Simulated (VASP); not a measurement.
# B (P6/mmm) in VASP: further runs

Runs on B. Level: PBE+D3(BJ). Tasks: single point.

All numbers are computed with VASP 6.6.1; they aren't measurements. Logs are shortened: lines on timing, memory, paths and dates and some standing lists are left out, and cuts for length are marked.

### Step 1. The cell of the first run

It takes space group P6/mmm (No. 191, hexagonal). Conventional cell: a = 1.788 Å, b = 1.788 Å, c = 3.635 Å, α = 90.00°, β = 90.00°, γ = 120.00°. B (site symmetry 6/mmm) has 6 B at 1.79 Å as nearest neighbours.

This isn't the form of B at room conditions, which is rhombohedral.

### Step 2. Single point, PBE+D3(BJ) (strain +0.050 along x and y, +0.000 along z, atoms carried along)

Input file INCAR:

```
  ALGO = Fast
  EDIFF = 1E-6
  ENCUT = 520
  GGA = PE
  ISIF = 2
  ISMEAR = 0
  IVDW = 12
  LASPH = True
  LCHARG = False
  LREAL = False
  LWAVE = False
  NBANDS = 8
  NELM = 60
  PREC = Accurate
  SIGMA = 0.15
```

Input file KPOINTS:

```
k-points
0
Gamma
  33 33 14
```

Input file POSCAR:

```
B
1.0
    1.7875552546      0.0000000000      0.0000000000
   -0.8937776273      1.5480682611      0.0000000000
    0.0000000000      0.0000000000      3.6354228500
B
1
Direct
    0.0000000000      0.0000000000      0.0000000000
```

Potentials or basis: VASP PAW PBE potentials, release 64 (B).

Run with:

```bash
$ cat potpaw_PBE.64/B/POTCAR > POTCAR
$ mpirun -np 1 vasp_std > vasp.out
```

OUTCAR:

```text
EDIFF = 1E-6
   ENCUT = 520
   GGA = PE
   ISIF = 2
   ISMEAR = 0
   IVDW = 12
   LASPH = True
   LREAL = False
   NELM = 60
   PREC = Accurate
 IVDW          = 12

 ion  position               nearest neighbor table
   1  0.000  0.000  0.000-

  LATTYP: Found a hexagonal cell.
 ALAT       =     1.7875552546
 C/A-ratio  =     2.0337401267

  Lattice vectors:

 A1 = (   1.7875552546,   0.0000000000,   0.0000000000)
 A2 = (  -0.8937776273,   1.5480682611,   0.0000000000)
 A3 = (   0.0000000000,   0.0000000000,   3.6354228500)

Analysis of symmetry for initial positions (statically):
=====================================================================
 Subroutine PRICEL returns:
 Original cell was already a primitive cell.

 Routine SETGRP: Setting up the symmetry group for a
 hexagonal supercell.

 Subroutine GETGRP returns: Found 24 space group operations
 (whereof 24 operations were pure point group operations)
 out of a pool of 24 trial point group operations.

The static configuration has the point symmetry D_6h.

Analysis of symmetry for dynamics (positions and initial velocities):
=====================================================================
 Subroutine PRICEL returns:
 Original cell was already a primitive cell.

 Routine SETGRP: Setting up the symmetry group for a
 hexagonal supercell.

 Subroutine GETGRP returns: Found 24 space group operations
 (whereof 24 operations were pure point group operations)
 out of a pool of 24 trial point group operations.

The dynamic configuration has the point symmetry D_6h.

 Subroutine INISYM returns: Found 24 space group operations
 (whereof 24 operations are pure point group operations),
 and found     1 'primitive' translations

----------------------------------------------------------------------------------------

                                     Primitive cell

  volume of cell :      10.0602

  direct lattice vectors                    reciprocal lattice vectors
     1.787555255  0.000000000  0.000000000     0.559423267  0.322983174  0.000000000
    -0.893777627  1.548068261  0.000000000     0.000000000  0.645966347  0.000000000
     0.000000000  0.000000000  3.635422850     0.000000000  0.000000000  0.275071165

  length of vectors
     1.787555255  1.787555255  3.635422850     0.645966347  0.645966347  0.275071165

  position of ions in fractional coordinates (direct lattice)
     0.000000000  0.000000000  0.000000000

  ion indices of the primitive-cell ions
   primitive index   ion index
                 1           1

----------------------------------------------------------------------------------------

 KPOINTS: k-points

Automatic generation of k-mesh.
 Grid dimensions read from file:
 generate k-points for:   33   33   14

 Generating k-lattice:

  Cartesian coordinates                     Fractional coordinates (reciprocal lattice)
     0.016952220  0.009787369  0.000000000     0.030303030  0.000000000  0.000000000
     0.000000000  0.019574738  0.000000000     0.000000000  0.030303030  0.000000000
     0.000000000  0.000000000  0.019647940     0.000000000  0.000000000  0.071428571

  Length of vectors
     0.019574738  0.019574738  0.019647940

  Shift w.r.t. Gamma in fractional coordinates (k-lattice)
     0.000000000  0.000000000  0.000000000

 Subroutine IBZKPT returns following result:
 ===========================================

 Found    864 irreducible k-points:

 Following reciprocal coordinates:
            Coordinates               Weight
  0.000000  0.000000  0.000000      1.000000
  0.030303 -0.000000  0.000000      6.000000
  0.060606 -0.000000  0.000000      6.000000
  0.090909 -0.000000  0.000000      6.000000
  0.121212 -0.000000  0.000000      6.000000
  0.151515 -0.000000  0.000000      6.000000
[... 16 lines left out ...]
  0.181818  0.030303  0.000000     12.000000
  0.212121  0.030303  0.000000     12.000000
 [... further k-points ...]
   k-points           NKPTS =    864   k-points in BZ     NKDIM =    864   number of bands    NBANDS=      8
   number of dos      NEDOS =    301   number of ions     NIONS =      1
   total plane-waves  NPLWV =   5488
   dimension x,y,z NGX =    14 NGY =   14 NGZ =   28
   dimension x,y,z NGXF=    28 NGYF=   28 NGZF=   56
   ions per type =               1
   NGX,Y,Z   is equivalent  to a cutoff of  13.02, 13.02, 12.80 a.u.
   NGXF,Y,Z  is equivalent  to a cutoff of  26.04, 26.04, 25.61 a.u.
 SYSTEM =  unknown system
   PREC   = accura    normal or accurate (medium, high low for compatibility)
   ISTART =      0    job   : 0-new  1-cont  2-samecut
   ICHARG =      2    charge: 1-file 2-atom 10-const
   ISPIN  =      1    spin polarized calculation?
   LNONCOLLINEAR =      F non collinear calculations
   LSORBIT =      F    spin-orbit coupling
   LASPH  =      T    aspherical Exc in radial PAW
   ENCUT  =  520.0 eV  38.22 Ry    6.18 a.u.   3.32  3.32  6.76*2*pi/ulx,y,z
   NELM   =     60;   NELMIN=  2; NELMDL= -5     # of ELM steps
   EDIFF  = 0.1E-05   stopping-criterion for ELM
   LREAL  =      F    real-space projection
   EDIFFG = 0.1E-04   stopping-criterion for IOM
   NSW    =      0    number of steps for IOM
   IBRION =     -1    ionic relax: 0-MD 1-quasi-New 2-CG
   NFREE  =      0    steps in history (QN), initial steepest desc. (CG)
   ISIF   =      2    stress and relaxation
   ISYM   =      2    0-nonsym 1-usesym 2-fastsym
   POTIM  = 0.5000    time-step for ionic-motion
   TEBEG  =    0.0;   TEEND  =   0.0 temperature during run
   PSTRESS=    0.0 pullay stress
   NELECT =       3.0000    total number of electrons
   NUPDOWN=      -1.0000    fix difference up-down
   EMIN   =  10.00;   EMAX   =-10.00  energy-range for DOS
   EFERMI =   0.00;   METHOD = LEGACY
   ISMEAR =     0;   SIGMA  =   0.15  broadening in eV -4-tet -1-fermi 0-gaus
   EFERMI_NEDOS =   21; number of points for ismear=-14 and -15
   IALGO  =     68    algorithm
   IMIX   =      4    mixing-type and parameters
     AMIX     =   0.40;   BMIX     =  1.00
     AMIX_MAG =   1.60;   BMIX_MAG =  1.00
  volume/ion in A,a.u.               =      10.06        67.89
  Fermi-wavevector in a.u.,A,eV,Ry     =   1.093739  2.066867 16.276177  1.196265
  Thomas-Fermi vector in A             =   2.230030
   LORBIT       =      0    0 simple, 1 ext, 2 COOP (PROOUT), +10 PAW based schemes
   GGA     = PE    functional components
   LHFCALC =     F    Hartree Fock is set to
   AEXX    =    0.0000 exact exchange contribution
   IVDW    =    12    specifies the selected vdW correction
   LEPSILON=     F    determine dielectric tensor
   LRPA    =     F    only Hartree local field effects (RPA)
 non-spin polarized calculation
 RMM-DIIS sequential band-by-band and
 Gauss-broadening in eV      SIGMA  =   0.15
  energy-cutoff  :      520.00
  volume of cell :       10.06
 maximum number of plane-waves:       284
 NGX is ok and might be reduce to    14
   NGX =  7   NGY =  7   NGZ = 13

 number of electron       3.0000000 magnetization

 Free energy of the ion-electron system (eV)
  ---------------------------------------------------
  ext. energy  EPLUGINS =         0.00000000
  ---------------------------------------------------
  free energy    TOTEN  =        -5.91060698 eV

  energy without entropy =       -5.90588569  energy(sigma->0) =       -5.90824633

 E-fermi :   4.5670     XC(G=0):  -9.8682

 val. band max:        4.5662367163   @ k =   0.1818   0.1818   0.0000
 cond. band min:       4.5717472925   @ k =   0.3636   0.2121   0.2857
 fundamental gap:      0.0055105762
 Fermi energy:         4.5670081492

 k-point     1 :       0.0000    0.0000    0.0000
  band No.  band energies     occupation
      1     -11.6262      2.00000
      2      -1.1494      2.00000
      3       7.4309      0.00000
      4      26.2901      0.00000
      5      26.2901      0.00000
      6      31.0231      0.00000
      7      37.1327      0.00000
      8      46.5946      0.00000

 k-point     2 :       0.0303   -0.0000    0.0000
  band No.  band energies     occupation
      1     -11.5858      2.00000
      2      -1.0951      2.00000
      3       7.4783      0.00000
      4      26.1036      0.00000
      5      26.1722      0.00000
      6      31.0558      0.00000
      7      37.2393      0.00000
      8      45.4579      0.00000

 k-point     3 :       0.0606   -0.0000    0.0000
  band No.  band energies     occupation
      1     -11.4647      2.00000
      2      -0.9324      2.00000
      3       7.6203      0.00000
      4      25.5551      0.00000
      5      25.8349      0.00000
      6      31.1511      0.00000
      7      37.5320      0.00000
      8      43.6357      0.00000

 k-point     4 :       0.0909   -0.0000    0.0000
  band No.  band energies     occupation
      1     -11.2632      2.00000
      2      -0.6617      2.00000
      3       7.8557      0.00000
      4      24.6752      0.00000
      5      25.3204      0.00000
      6      31.2988      0.00000
      7      37.9167      0.00000
      8      42.0504      0.00000

 k-point     5 :       0.1212   -0.0000    0.0000
  band No.  band energies     occupation
      1     -10.9818      2.00000
      2      -0.2834      2.00000
      3       8.1821      0.00000
      4      23.5093      0.00000
      5      24.6825      0.00000
      6      31.4782      0.00000
      7      38.1566      0.00000
      8      41.0496      0.00000
[... 177 lines left out ...]
 k-point    22 :       0.1515    0.0303    0.0000
  band No.  band energies     occupation
      1     -10.3817      2.00000
      2       0.5236      2.00000
      3       8.8656      0.00000
      4      21.3508      0.00000
      5      23.3986      0.00000
      6      31.7207      0.00000
      7      37.8350      0.00000
      8      41.0748      0.00000

 k-point    23 :       0.1818    0.0303    0.0000
  band No.  band energies     occupation
      1      -9.9049      2.00000
      2       1.1654      2.00000
      3       9.3868      0.00000
      4      19.7541      0.00000
      5      22.6613      0.00000
      6      31.7083      0.00000
      7      37.2857      0.00000
      8      41.8540      0.00000

 k-point    24 :       0.2121    0.0303    0.0000
  band No.  band energies     occupation
      1      -9.3531      2.00000
      2       1.9092      2.00000
      3       9.9450      0.00000
      4      18.1332      0.00000
      5      21.9473      0.00000
      6      31.3639      0.00000
      7      36.8329      0.00000
      8      39.9828      0.00000

 [... further k-points ...]

------------------------ aborting loop because EDIFF is reached ----------------------------------------

 Edisp (eV)   -0.14296

 E8    (eV) :    -0.0467

  FORCE on cell =-STRESS in cart. coord.  units (eV):
  Direction    XX          YY          ZZ          XY          YZ          ZX
  --------------------------------------------------------------------------------------
  -------------------------------------------------------------------------------------
  Total      -1.98274    -1.98274    -0.10083     0.00000     0.00000     0.00000
  in kB    -315.77143  -315.77143   -16.05846     0.00000     0.00000     0.00000
  external pressure =     -215.87 kB  Pullay stress =        0.00 kB

 VOLUME and BASIS-vectors are now :
 -----------------------------------------------------------------------------
  energy-cutoff  :      520.00
  volume of cell :       10.06
      direct lattice vectors                 reciprocal lattice vectors
     1.787555255  0.000000000  0.000000000     0.559423267  0.322983174  0.000000000
    -0.893777627  1.548068261  0.000000000     0.000000000  0.645966347  0.000000000
     0.000000000  0.000000000  3.635422850     0.000000000  0.000000000  0.275071165

 POSITION                                       TOTAL-FORCE (eV/Angst)
 -----------------------------------------------------------------------------------
      0.00000      0.00000      0.00000         0.000000      0.000000      0.000000
 -----------------------------------------------------------------------------------
    total drift:                               -0.000000     -0.000000     -0.000000

  FREE ENERGIE OF THE ION-ELECTRON SYSTEM (eV)
  ---------------------------------------------------
  free  energy   TOTEN  =        -6.0535621923 eV

  energy  without entropy=       -6.0488409080  energy(sigma->0) =       -6.05120155
```

Run time: 31 s. Hardware: 1 thread of AMD EPYC 9R14 (Zen 4), shared host; peak memory 0.14 GiB.

What came out:

```
Free energy                : -6.0536 eV
Pressure                   : -21.6 GPa
Band gap on the k mesh     : none (metal or under the smearing width)
Dispersion energy per atom : -0.143 eV
```

Stress tensor (GPa, compression positive):
```
-31.58   0.00   0.00
  0.00 -31.58   0.00
  0.00   0.00  -1.61
```

Levels at points of the mesh, in eV from the Fermi level:
```csv
k point,band 1,band 2,band 3,band 4,band 5,band 6
"(0.00, 0.00, 0.00)",-16.19,-5.72,2.86,21.72,21.72,26.46
"(0.00, 0.00, 0.50)",-15.84,-7.77,9.66,14.44,21.73,21.73
```

Caveat: so large a pressure means that the cell lies far from this level's equilibrium, or that cutoff or potentials fall short; pairwise dispersion overbinds metals, which lowers pressure and volume.

### Step 3. Single point, PBE+D3(BJ) (strain +0.000 along x and y, +0.050 along z, atoms carried along)

Input file INCAR:

```
SYSTEM = B
ALGO = Fast ; EDIFF = 1E-7
ENCUT = 520 ; GGA = PE
ISIF = 2 ; ISMEAR = 0
IVDW = 12 ; LASPH = .TRUE.
LCHARG = .FALSE. ; LREAL = .FALSE.
LWAVE = .FALSE. ; NBANDS = 8
NELM = 60 ; PREC = Accurate
SIGMA = 0.15
```

Input file KPOINTS:

```
k-points
0
G
  33 33 14
  0 0 0
```

Input file POSCAR:

```
B
1.0
    1.7024335758      0.0000000000      0.0000000000
   -0.8512167879      1.4743507249      0.0000000000
    0.0000000000      0.0000000000      3.8171939925
B
1
Direct
    0.0000000000      0.0000000000      0.0000000000
```

Potentials or basis: VASP PAW PBE potentials, release 64 (B).

Run with:

```bash
$ cat potpaw_PBE.64/B/POTCAR > POTCAR
$ mpirun -np 1 vasp_std > vasp.out
```

Run time: 34 s. Hardware: 1 thread of AMD EPYC 9R14 (Zen 4), shared host; peak memory 0.14 GiB.

Results (log left out):

- Free energy: -6.1449 eV
- Pressure: 0.1 GPa
- Band gap on the k mesh: none (metal or under the smearing width)
- Dispersion energy per atom: -0.149 eV

Stress tensor (GPa, compression positive):
```
 1.55  0.00  0.00
 0.00  1.55  0.00
 0.00  0.00 -2.74
```

Levels at points of the mesh, in eV from the Fermi level:
```
           k point  band 1  band 2  band 3  band 4  band 5  band 6
(0.00, 0.00, 0.00)  -17.27   -7.08    2.09   23.20   24.86   24.86
(0.00, 0.00, 0.50)  -17.05   -8.53    7.91   12.09   24.86   24.86
```

Caveat: pairwise dispersion overbinds metals, which lowers pressure and volume.

### Step 4. Single point, PBE+D3(BJ) (strain +0.050 along x and y, +0.050 along z, atoms carried along)

Input file INCAR:

```
SYSTEM = B
ALGO = Fast
EDIFF = 1E-6
ENCUT = 520
GGA = PE
ISIF = 2
ISMEAR = 0
IVDW = 12
LASPH = .TRUE.
LCHARG = .FALSE.
LREAL = .FALSE.
LWAVE = .FALSE.
NBANDS = 8
NELM = 100
PREC = Accurate
SIGMA = 0.15
```

KPOINTS is that of step 3.

Input file POSCAR:

```
B
1.0
    1.7875552546      0.0000000000      0.0000000000
   -0.8937776273      1.5480682611      0.0000000000
    0.0000000000      0.0000000000      3.8171939925
B
1
Direct
    0.0000000000      0.0000000000      0.0000000000
```

Run with:

```bash
$ cat potpaw_PBE.64/B/POTCAR > POTCAR
$ mpirun -np 1 vasp_std > vasp.out
```

Run time: 31 s. Hardware: 1 thread of AMD EPYC 9R14 (Zen 4), shared host; peak memory 0.15 GiB.

The run converged. Its results:

```yaml
Free_energy: -6.0480 eV
Pressure: -20.8 GPa
Band_gap_on_the_k_mesh: none (metal or under the smearing width)
Dispersion_energy_per_atom: -0.135 eV
```

Stress tensor (GPa, compression positive):
```
-30.18   0.00   0.00
  0.00 -30.18   0.00
  0.00   0.00  -2.06
```

Levels at points of the mesh, in eV from the Fermi level:
| k point | band 1 | band 2 | band 3 | band 4 | band 5 |
| --- | --- | --- | --- | --- | --- |
| (0.00, 0.00, 0.00) | -16.13 | -5.97 | 2.63 | 21.73 | 21.73 |
| (0.00, 0.00, 0.50) | -15.89 | -7.55 | 8.57 | 12.82 | 21.74 |

Caveat: so large a pressure means that the cell lies far from this level's equilibrium, or that cutoff or potentials fall short; pairwise dispersion overbinds metals, which lowers pressure and volume.

### Step 5. Summary

```csv
cell,further INCAR settings,gap on the mesh (eV),pressure (GPa)
"strain +0.050 along x and y, +0.000 along z, atoms carried along",ALGO = Fast; EDIFF = 1e-06; NBANDS = 8,none,-21.6
"strain +0.000 along x and y, +0.050 along z, atoms carried along",ALGO = Fast; EDIFF = 1e-07; NBANDS = 8,none,0.1
"strain +0.050 along x and y, +0.050 along z, atoms carried along",ALGO = Fast; EDIFF = 1e-06; NBANDS = 8,none,-20.8
```

Alike in all rows: task single point; level PBE+D3(BJ); potentials or basis VASP PAW PBE potentials, release 64 (B); no spin polarisation; k mesh 33 × 33 × 14; cutoff (eV) 520; smearing gaussian 0.15 eV.

Caveats: pairwise dispersion overbinds metals, which lowers pressure and volume; so large a pressure means that the cell lies far from this level's equilibrium, or that cutoff or potentials fall short (some runs).

Absolute energies hang on the potentials; compare differences alone.
